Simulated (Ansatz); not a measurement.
# PbSe: a single-point run

Aim: a sound single-point run of PbSe. The structure is shown as the input types it.

Computed with Ansatz 0.2.0 (density functional or hybrid calculation with the settings of its input, plane waves (as first typed), unless a step's input says otherwise).

2 further runs of the same task are left out: 2 that didn't finish.

## Step 1: The starting structure

Symmetry: Fm-3m, No. 225, cubic system. The conventional cell has a = 6.139 Å, b = 6.139 Å, c = 6.139 Å, α = 90.00°, β = 90.00°, γ = 90.00°. Pb (site symmetry m-3m) is surrounded by 6 Se at 3.07 Å. Around Se (site symmetry m-3m) lie 6 Pb at 3.07 Å.

Coordinates:

```
Pb Se
1.0
     0.00000    3.06969    3.06969
     3.06969    0.00000    3.06969
     3.06969    3.06969    0.00000
Pb Se
1 1
Direct
  0.00000 0.00000 0.00000
  0.50000 0.50000 0.50000
```

## Step 2: The calculation

File input.yaml:

```yaml
crystal:
  lattice:
    - [0.0, 3.0696893648, 3.0696893648]
    - [3.0696893648, 0.0, 3.0696893648]
    - [3.0696893648, 3.0696893648, 0.0]
  atoms:
    - { symbol: Pb, position: [0.0, 0.0, 0.0] }
    - { symbol: Se, position: [0.5, 0.5, 0.5] }
kpoints:
  mp_grid: { grid: [6, 6, 6] }
hamiltonian:
  xc: pbesol
scf:
  occupations: { method: fixed }
  n_extra_bands: 4
  max_iter: 72
output:
  forces: true
  stress: true
  eigenvalues: true
basis:
  ecutrho_ratio: 2
```

The run is started by

```
$ ansatz run input.yaml --threads 4 --pin off --max-ram 3686MiB --backend cpu --events-out ev --progress --plain --runs-dir out
```

What happens when this is run?

This run ends as converged, with warnings (cutoff below recommended). Its log warns: «basis.ecutrho_ratio = 2 (ecutrho = 840 eV) is below the records' recommended 1680 eV»

In the input, basis.ecutrho_ratio is 2. The density cutoff must be at least four times the energy cutoff of the waves.

Run again and compare: delete basis.ecutrho_ratio (the default then holds).
